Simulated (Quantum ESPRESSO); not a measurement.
# GaAs (F-43m) in Quantum ESPRESSO: a series of runs

Aim: see how the results for GaAs move with the level of theory and the settings. Levels: PBE+D3(BJ), PBE, vdW-DF-cx, WC. Tasks: phonons.

Everything below comes from runs of Quantum ESPRESSO 7.5. Logs are shortened: lines on timing, memory, paths and dates and some standing lists are left out, and cuts for length are marked.

**Measured values to compare with.**

A printed reference work, textbook reports, for a bulk crystal of GaAs at 300 K: high-frequency dielectric constant 10.89.

How close the calculation comes is told below.

## 1. The structure

Symmetry: F-43m, No. 216, cubic system. Conventional cell: a = 5.654 Å, b = 5.654 Å, c = 5.654 Å, α = 90.00°, β = 90.00°, γ = 90.00°. As (site symmetry -43m) has 4 Ga at 2.45 Å as nearest neighbours. Ga (site symmetry -43m) has 4 As at 2.45 Å as nearest neighbours.

## 2. Phonons, PBE+D3(BJ)

pw.in

```
&CONTROL
  calculation = 'scf'
  prefix = 'pwscf'
  outdir = './tmp'
  pseudo_dir = './pseudo'
  tprnfor = .true.
  tstress = .true.
  disk_io = 'low'
/
&SYSTEM
  ibrav = 0
  nat = 2
  ntyp = 2
  ecutwfc = 84
  nbnd = 21
  occupations = 'smearing'
  smearing = 'fd'
  degauss = 0.00367493
  vdw_corr = 'grimme-d3'
  dftd3_version = 4
  dftd3_threebody = .false.
/
&ELECTRONS
  conv_thr = 4d-10
  electron_maxstep = 120
  mixing_beta = 0.5
/
ATOMIC_SPECIES
As    74.9216 As.upf
Ga    69.7230 Ga.upf
CELL_PARAMETERS angstrom
   0.0000000000    2.8268500000    2.8268500000
   2.8268500000    0.0000000000    2.8268500000
   2.8268500000    2.8268500000    0.0000000000
ATOMIC_POSITIONS crystal
As     0.7500000000    0.7500000000    0.7500000000
Ga     0.0000000000    0.0000000000    0.0000000000
K_POINTS automatic
6 6 6 1 1 1
```

relax.in

```
&CONTROL
  calculation = 'vc-relax'
  prefix = 'pwscf'
  outdir = './tmp'
  pseudo_dir = './pseudo'
  tprnfor = .true.
  tstress = .true.
  disk_io = 'low'
  nstep = 40
  forc_conv_thr = 0.0001
  etot_conv_thr = 1d-06
/
&SYSTEM
  ibrav = 0
  nat = 2
  ntyp = 2
  ecutwfc = 84
  nbnd = 21
  occupations = 'smearing'
  smearing = 'fd'
  degauss = 0.00367493
  vdw_corr = 'grimme-d3'
  dftd3_version = 4
  dftd3_threebody = .false.
/
&ELECTRONS
  conv_thr = 4d-10
  electron_maxstep = 120
  mixing_beta = 0.5
/
&IONS
  ion_dynamics = 'bfgs'
/
&CELL
  cell_dynamics = 'bfgs'
  press = 0
  press_conv_thr = 0.2
/
ATOMIC_SPECIES
As    74.9216 As.upf
Ga    69.7230 Ga.upf
CELL_PARAMETERS angstrom
   0.0000000000    2.8268500000    2.8268500000
   2.8268500000    0.0000000000    2.8268500000
   2.8268500000    2.8268500000    0.0000000000
ATOMIC_POSITIONS crystal
As     0.7500000000    0.7500000000    0.7500000000
Ga     0.0000000000    0.0000000000    0.0000000000
K_POINTS automatic
6 6 6 1 1 1
```

scf2.in

```
&CONTROL
  calculation = 'scf'
  prefix = 'pwscf'
  outdir = './tmp'
  pseudo_dir = './pseudo'
  tprnfor = .true.
  tstress = .true.
  disk_io = 'low'
/
&SYSTEM
  ibrav = 0
  nat = 2
  ntyp = 2
  ecutwfc = 84
  nbnd = 21
  occupations = 'fixed'
  vdw_corr = 'grimme-d3'
  dftd3_version = 4
  dftd3_threebody = .false.
/
&ELECTRONS
  conv_thr = 1d-13
  electron_maxstep = 120
  mixing_beta = 0.5
  startingpot = 'file'
  startingwfc = 'file'
/
ATOMIC_SPECIES
As    74.9216 As.upf
Ga    69.7230 Ga.upf
CELL_PARAMETERS angstrom
   0.0000000000    2.8393171979    2.8393171979
   2.8393171979    0.0000000000    2.8393171979
   2.8393171979    2.8393171979    0.0000000000
ATOMIC_POSITIONS crystal
As     0.7500000000    0.7500000000    0.7500000000
Ga     0.0000000000    0.0000000000    0.0000000000
K_POINTS automatic
6 6 6 1 1 1
```

d3hess.in

```
&INPUT
  prefix = 'pwscf'
  outdir = './tmp'
  step = 0.001
/
```

ph.in

```
phonons of GaAs
&INPUTPH
  prefix = 'pwscf'
  outdir = './tmp'
  tr2_ph = 1d-16
  fildyn = 'dyn'
  niter_ph = 60
  alpha_mix(1) = 0.7
  epsil = .true.
/
0.0000000000 0.0000000000 0.0000000000
```

dynmat.in

```
&INPUT
  fildyn = 'dyn'
  asr = 'crystal'
  lperm = .true.
  filout = 'dynmat.disp'
  fileig = 'dynmat.eig'
/
```

dynmat_lo.in

```
&INPUT
  fildyn = 'dyn'
  asr = 'crystal'
  filout = 'dynmat_lo.disp'
  fileig = 'dynmat_lo.eig'
  q(1) = 0
  q(2) = 0
  q(3) = 1
/
```

Potentials or basis: PseudoDojo 0.4.1 SR PBE standard.

Started as:

```
> OMP_NUM_THREADS=1 pw.x -in pw.in > pw.out
> OMP_NUM_THREADS=1 pw.x -in relax.in > relax.out
> OMP_NUM_THREADS=1 pw.x -in scf2.in > scf2.out
> OMP_NUM_THREADS=1 d3hess.x -in d3hess.in > d3hess.out
> OMP_NUM_THREADS=1 ph.x -in ph.in > ph.out
> OMP_NUM_THREADS=1 dynmat.x -in dynmat.in > dynmat.out
> OMP_NUM_THREADS=1 dynmat.x -in dynmat_lo.in > dynmat_lo.out
```

pw.out:

```text
This program is part of the open-source Quantum ESPRESSO suite
     for quantum simulation of materials; please cite
[... 9 lines left out ...]
     --------------------
     sticks:   dense  smooth     PW     G-vecs:    dense   smooth      PW
     Sum        1333    1333    379                31775    31775    5029

     Using Slab Decomposition

     bravais-lattice index     =            0
     lattice parameter (alat)  =       7.5547  a.u.
     unit-cell volume          =     304.8842 (a.u.)^3
     number of atoms/cell      =            2
     number of atomic types    =            2
     number of electrons       =        28.00
     number of Kohn-Sham states=           21
     kinetic-energy cutoff     =      84.0000  Ry
     charge density cutoff     =     336.0000  Ry
     scf convergence threshold =      4.0E-10
     mixing beta               =       0.5000
     number of iterations used =            8  plain     mixing
     Exchange-correlation= PBE
                           (   1   4   3   4   0   0   0)

     celldm(1)=   7.554690  celldm(2)=   0.000000  celldm(3)=   0.000000
     celldm(4)=   0.000000  celldm(5)=   0.000000  celldm(6)=   0.000000

     crystal axes: (cart. coord. in units of alat)
               a(1) = (   0.000000   0.707107   0.707107 )
               a(2) = (   0.707107   0.000000   0.707107 )
               a(3) = (   0.707107   0.707107   0.000000 )

     reciprocal axes: (cart. coord. in units 2 pi/alat)
               b(1) = ( -0.707107  0.707107  0.707107 )
               b(2) = (  0.707107 -0.707107  0.707107 )
               b(3) = (  0.707107  0.707107 -0.707107 )

     PseudoPot. # 1 for As read from file:
     As.upf
     Pseudo is Norm-conserving + core correction, Zval = 15.0
     Generated using ONCVPSP code by D. R. Hamann
     Using radial grid of 1358 points,  6 beta functions with:
                l(1) =   0
                l(2) =   0
                l(3) =   1
                l(4) =   1
                l(5) =   2
                l(6) =   2

     PseudoPot. # 2 for Ga read from file:
     Ga.upf
     Pseudo is Norm-conserving + core correction, Zval = 13.0
     Generated using ONCVPSP code by D. R. Hamann
     Using radial grid of 1902 points,  6 beta functions with:
                l(1) =   0
                l(2) =   0
                l(3) =   1
                l(4) =   1
                l(5) =   2
                l(6) =   2

     atomic species   valence    mass     pseudopotential
     As               15.00    74.92160     As( 1.00)
     Ga               13.00    69.72300     Ga( 1.00)

     24 Sym. Ops. (no inversion) found

   Cartesian axes

     site n.     atom                  positions (alat units)
         1        As     tau(   1) = (   1.0606602   1.0606602   1.0606602  )
         2        Ga     tau(   2) = (   0.0000000   0.0000000   0.0000000  )

     --------------------------------------------
     DFT-D3 Dispersion Correction (no 3-body):
     --------------------------------------------
       Reference C6 values for interpolation:

         atom   Coordination number   C6
         Ga         0.000           967.50
         Ga         0.960           843.30
         Ga         1.931           515.75
         Ga         2.923           344.63
         As         0.000           525.90
         As         0.989           508.38
         As         1.979           482.50
         As         2.971           448.57

       Values used:

         atom   Coordination number  R0_AB[au]  C6      C8
         As         4.254            3.461    448.57  34550.01
         Ga         4.176            3.740    344.63  38742.76

         Molecular C6 ( Ry / a.u.^6 ) =      1579.27

     number of k points=    28  Fermi-Dirac smearing, width (Ry)=  0.0037
                       cart. coord. in units 2pi/alat
        k(    1) = (   0.0589256   0.0589256   0.0589256), wk =   0.0185185
        k(    2) = (   0.1767767   0.1767767  -0.0589256), wk =   0.0555556
        k(    3) = (   0.2946278   0.2946278  -0.1767767), wk =   0.0555556
        k(    4) = (  -0.2946278  -0.2946278   0.4124790), wk =   0.0555556
        k(    5) = (  -0.1767767  -0.1767767   0.2946278), wk =   0.0555556
        k(    6) = (  -0.0589256  -0.0589256   0.1767767), wk =   0.0555556
[... 20 lines left out ...]
        k(   27) = (   0.2946278   0.2946278   0.2946278), wk =   0.0185185
        k(   28) = (  -0.2946278  -0.2946278   0.8838835), wk =   0.0555556

     Dense  grid:    31775 G-vectors     FFT dimensions: (  45,  45,  45)

     Initial potential from superposition of free atoms

     starting charge      27.9971, renormalised to      28.0000
     Starting wfcs are   18 randomized atomic wfcs +    3 random wfcs

     Self-consistent Calculation

     iteration #  1     ecut=    84.00 Ry     beta= 0.50
     Davidson diagonalization with overlap
     ethr =  1.00E-02,  avg # of iterations =  5.5

     Threshold (ethr) on eigenvalues was too large:
     Diagonalizing with lowered threshold

     Davidson diagonalization with overlap
     ethr =  1.71E-04,  avg # of iterations =  3.4

     total energy              =    -365.17094160 Ry
     estimated scf accuracy    <       0.04799790 Ry

     iteration #  2     ecut=    84.00 Ry     beta= 0.50
     Davidson diagonalization with overlap
     ethr =  1.71E-04,  avg # of iterations =  2.0
[... 43 lines left out ...]
     total energy              =    -365.17707798 Ry
     estimated scf accuracy    <          7.9E-10 Ry

     iteration #  9     ecut=    84.00 Ry     beta= 0.50
     Davidson diagonalization with overlap
     ethr =  2.81E-12,  avg # of iterations =  2.2

     End of self-consistent calculation

          k = 0.0589 0.0589 0.0589 (  3915 PWs)   bands (ev):

   -26.4175 -26.4175 -26.4175 -26.4080 -26.4080  -6.0178  -6.0098  -6.0098
    -5.9341  -5.9341  -3.8468   7.5860   8.6851   8.6851  10.1565  12.6980
    12.7125  12.7125  16.8712  18.4256  18.4256

          k = 0.1768 0.1768-0.0589 (  3949 PWs)   bands (ev):

   -26.4175 -26.4173 -26.4171 -26.4080 -26.4079  -6.0453  -6.0035  -6.0006
    -5.9359  -5.9327  -3.4296   5.4915   7.6021   8.4694  10.8868  13.0658
    13.0857  14.2219  17.1798  17.9331  18.6154

          k = 0.2946 0.2946-0.1768 (  3946 PWs)   bands (ev):

   -26.4173 -26.4168 -26.4168 -26.4079 -26.4078  -6.0806  -5.9935  -5.9927
    -5.9338  -5.9310  -2.5700   3.0921   7.0569   7.8664  10.5452  13.5179
    13.5533  16.0942  18.0424  18.0844  20.1344

          k =-0.2946-0.2946 0.4125 (  3956 PWs)   bands (ev):

   -26.4173 -26.4167 -26.4166 -26.4078 -26.4077  -6.0921  -5.9913  -5.9900
    -5.9321  -5.9298  -2.1355   2.2412   7.0702   7.5129  10.4294  13.2366
    13.7568  16.7851  18.5989  20.1386  20.7202
[... 13 lines left out ...]
          k = 0.2946 0.0589 0.0589 (  3963 PWs)   bands (ev):

   -26.4178 -26.4169 -26.4169 -26.4082 -26.4077  -6.0615  -5.9946  -5.9937
    -5.9415  -5.9296  -3.2252   5.1579   7.4083   7.4623  11.2926  12.1323
    14.5107  14.6388  16.4528  19.3454  19.4435

          k = 0.4125 0.1768-0.0589 (  3964 PWs)   bands (ev):

   -26.4177 -26.4166 -26.4165 -26.4082 -26.4075  -6.0882  -5.9864  -5.9829
    -5.9441  -5.9276  -2.5101   3.5525   6.2092   7.0697  11.5486  12.5969
    14.2553  15.6988  18.0637  20.2141  20.8790

          k =-0.1768-0.4125 0.5303 (  3966 PWs)   bands (ev):

   -26.4173 -26.4167 -26.4163 -26.4080 -26.4076  -6.1002  -5.9857  -5.9788
    -5.9393  -5.9298  -1.8348   2.3485   5.5708   6.8645  11.5796  13.2901
    15.0981  16.0489  17.8844  20.4814  21.0059

          k =-0.0589-0.2946 0.4125 (  3960 PWs)   bands (ev):

   -26.4173 -26.4168 -26.4165 -26.4080 -26.4076  -6.0908  -5.9882  -5.9835
    -5.9388  -5.9308  -2.2411   3.0370   5.6113   7.3049  11.8549  13.2562
    14.3839  15.5319  17.7946  19.3395  21.2022

          k = 0.0589-0.1768 0.2946 (  3955 PWs)   bands (ev):

   -26.4176 -26.4169 -26.4169 -26.4081 -26.4077  -6.0659  -5.9960  -5.9934
    -5.9390  -5.9304  -3.0411   4.4910   6.8700   7.8921  11.4648  12.5905
    14.2563  14.4716  17.0521  18.8626  19.6084

          k = 0.5303 0.0589 0.0589 (  3982 PWs)   bands (ev):

   -26.4182 -26.4161 -26.4160 -26.4084 -26.4072  -6.1090  -5.9716  -5.9704
    -5.9538  -5.9239  -2.0178   2.8602   6.1573   6.4260  10.5082  11.3655
    16.7372  17.2492  18.9218  21.4014  21.9401

          k =-0.0589-0.5303 0.6482 (  3975 PWs)   bands (ev):

   -26.4180 -26.4162 -26.4158 -26.4083 -26.4072  -6.1151  -5.9723  -5.9668
    -5.9511  -5.9253  -1.4793   2.1710   5.4230   6.0911  11.0438  12.0855
    16.3805  17.5866  19.0862  21.0857  21.8316

          k = 0.0589-0.4125 0.5303 (  3970 PWs)   bands (ev):

   -26.4173 -26.4167 -26.4161 -26.4080 -26.4075  -6.1050  -5.9824  -5.9733
    -5.9418  -5.9308  -1.6213   2.3320   4.9731   6.6088  11.5326  14.2348
    15.1415  16.2876  17.2131  19.3911  22.4756

          k = 0.1768-0.2946 0.4125 (  3959 PWs)   bands (ev):

   -26.4173 -26.4168 -26.4165 -26.4079 -26.4077  -6.0914  -5.9900  -5.9867
    -5.9358  -5.9299  -2.1898   2.5847   6.3651   7.3745  11.1716  13.0675
    14.3135  16.0926  18.4027  19.4404  20.5490

          k =-0.6482 0.0589 0.0589 (  3976 PWs)   bands (ev):

   -26.4183 -26.4158 -26.4158 -26.4085 -26.4071  -6.1200  -5.9658  -5.9638
    -5.9568  -5.9226  -1.5077   2.1225   5.8903   6.2017  10.3992  10.9306
    18.1031  18.3853  19.6293  21.6000  21.7590

          k =-0.5303 0.1768-0.0589 (  3973 PWs)   bands (ev):

   -26.4179 -26.4163 -26.4161 -26.4083 -26.4073  -6.1057  -5.9777  -5.9726
    -5.9488  -5.9259  -1.9238   2.7274   5.7051   6.4233  11.2360  12.3475
    15.0954  17.0746  19.0664  20.7843  22.0411

          k =-0.4125 0.0589 0.0589 (  3977 PWs)   bands (ev):

   -26.4180 -26.4164 -26.4164 -26.4083 -26.4074  -6.0883  -5.9824  -5.9815
    -5.9480  -5.9264  -2.6597   3.9454   6.6771   6.8591  10.8231  11.9767
    15.3934  15.9270  17.4956  20.3603  20.9332

          k = 0.1768 0.1768 0.1768 (  3951 PWs)   bands (ev):

   -26.4174 -26.4171 -26.4171 -26.4079 -26.4079  -6.0546  -6.0002  -6.0002
    -5.9337  -5.9337  -3.2372   4.6637   8.1219   8.1219  10.2538  13.4089
    13.4089  14.7576  17.7849  17.8589  17.8589
[... 31 lines left out ...]
          k =-0.0589-0.2946 0.6482 (  3968 PWs)   bands (ev):

   -26.4174 -26.4167 -26.4158 -26.4082 -26.4074  -6.1097  -5.9797  -5.9685
    -5.9449  -5.9295  -1.4502   2.2217   5.1299   5.8623  12.3846  13.5275
    14.5328  15.9052  18.9293  21.1456  21.7548

          k =-0.7660 0.1768 0.1768 (  3963 PWs)   bands (ev):

   -26.4177 -26.4162 -26.4160 -26.4082 -26.4073  -6.1107  -5.9767  -5.9699
    -5.9473  -5.9275  -1.5212   2.2199   5.0189   6.5691  10.7984  13.4598
    16.2723  16.6867  17.9746  19.6213  22.7846

          k = 0.2946 0.2946 0.2946 (  3954 PWs)   bands (ev):

   -26.4173 -26.4168 -26.4168 -26.4078 -26.4078  -6.0866  -5.9930  -5.9930
    -5.9308  -5.9308  -2.3578   2.5191   7.7140   7.7140   9.8590  13.4757
    13.4757  16.5679  18.3162  19.6571  19.6571

          k =-0.2946-0.2946 0.8839 (  3960 PWs)   bands (ev):

   -26.4172 -26.4167 -26.4165 -26.4079 -26.4077  -6.0958  -5.9882  -5.9849
    -5.9346  -5.9312  -1.9807   2.3216   5.9801   7.3262  11.1576  13.3681
    14.3582  16.7710  18.3135  19.2135  19.9470

     the Fermi energy is     9.2898 ev

!    total energy              =    -365.17707798 Ry
     estimated scf accuracy    <          5.3E-12 Ry
     smearing contrib. (-TS)   =      -0.00000002 Ry
     internal energy E=F+TS    =    -365.17707796 Ry

     The total energy is F=E-TS. E is the sum of the following terms:
     one-electron contribution =    -192.05336315 Ry
     hartree contribution      =     114.71807828 Ry
     xc contribution           =     -89.44120808 Ry
     ewald contribution        =    -198.35283378 Ry
     DFT-D3 Dispersion         =      -0.04775124 Ry

     convergence has been achieved in   9 iterations

     Forces acting on atoms (cartesian axes, Ry/au):

     atom    1 type  1   force =     0.00000000    0.00000000    0.00000000
     atom    2 type  2   force =     0.00000000    0.00000000    0.00000000

     Total force =     0.000000     Total SCF correction =     0.000000

     Computing stress (Cartesian axis) and pressure

          total   stress  (Ry/bohr**3)                   (kbar)     P=        9.30
   0.00006323  -0.00000000  -0.00000000            9.30       -0.00       -0.00
  -0.00000000   0.00006323  -0.00000000           -0.00        9.30       -0.00
  -0.00000000  -0.00000000   0.00006323           -0.00       -0.00        9.30

=------------------------------------------------------------------------------=
   JOB DONE.
=------------------------------------------------------------------------------=
```

It took 18 min on 1 thread of Arm Neoverse V2, shared host; peak memory 0.1 GiB.

What came out:

```yaml
Free_energy: -4968.4890 eV
Relaxed_volume: 22.89 Å³/atom
Relaxed_cell: a = 4.015 Å, b = 4.015 Å, c = 4.015 Å, α = 60.00°, β = 60.00°, γ = 60.00°
Space_group_after_relaxing_to_0.05_Å: F-43m (No. 216)
Pressure_after_relaxing: 0.0 GPa
Electronic_dielectric_tensor_diagonal: 14.18
Born_charges_mean_of_the_diagonal: As -2.16; Ga +2.14 e
Highest_phonon_frequency_at_Γ_LO-TO_splitting_left_out: 264 cm⁻¹
Static_dielectric_tensor_diagonal: 16.16
```

The path:
| step | energy change (eV) | largest force (eV/Å) | pressure (GPa) | volume (Å³) |
| --- | --- | --- | --- | --- |
| 1 | 0.0000 | 0.0000 | 0.93 | 45.18 |
| 2 | -0.0010 | 0.0000 | 0.59 | 45.39 |
| 3 | -0.0016 | 0.0000 | 0.23 | 45.63 |
| 4 | -0.0017 | 0.0000 | 0.00 | 45.78 |
| 5 | -0.0017 | 0.0000 | 0.00 | 45.78 |

Final structure:
```
As Ga
1.0
     0.00000    2.83932    2.83932
     2.83932    0.00000    2.83932
     2.83932    2.83932    0.00000
As Ga
1 1
Direct
  0.75000 0.75000 0.75000
  0.00000 0.00000 0.00000
```

Phonon frequencies in cm⁻¹ (negative: imaginary):
```
              q point           frequencies
(0.000, 0.000, 0.000)  -6 -6 -6 264 264 264
```

Electronic dielectric tensor:
```
14.18  0.00  0.00
 0.00 14.18  0.00
 0.00  0.00 14.18
```

Born effective charge tensors (e):
atom 1, As
```
-2.16  0.00  0.00
 0.00 -2.16  0.00
 0.00  0.00 -2.16
```
atom 2, Ga
```
2.14 0.00 0.00
0.00 2.14 0.00
0.00 0.00 2.14
```

Optical modes at Γ, degenerate ones joined, polar ones without the macroscopic field:
```
cm⁻¹  components  symmetry     active in  IR intensity, summed ((D/Å)²/amu)
 264           3        T2  IR and Raman                               8.88
```

Zone-centre frequencies without and with the macroscopic field along z (cm⁻¹):
```
                optical modes in rising order
       without                    264 264 264
with the field                    264 264 282
```

Static dielectric tensor, electrons and zone-centre modes:
```
16.16  0.00  0.00
 0.00 16.16  0.00
 0.00  0.00 16.16
```

Caveat: the shifted mesh misses Γ, where the gap is smaller or closed, so treating the crystal as an insulator may be wrong and the dielectric response too small.

(Part 1 of 3 ends here.)
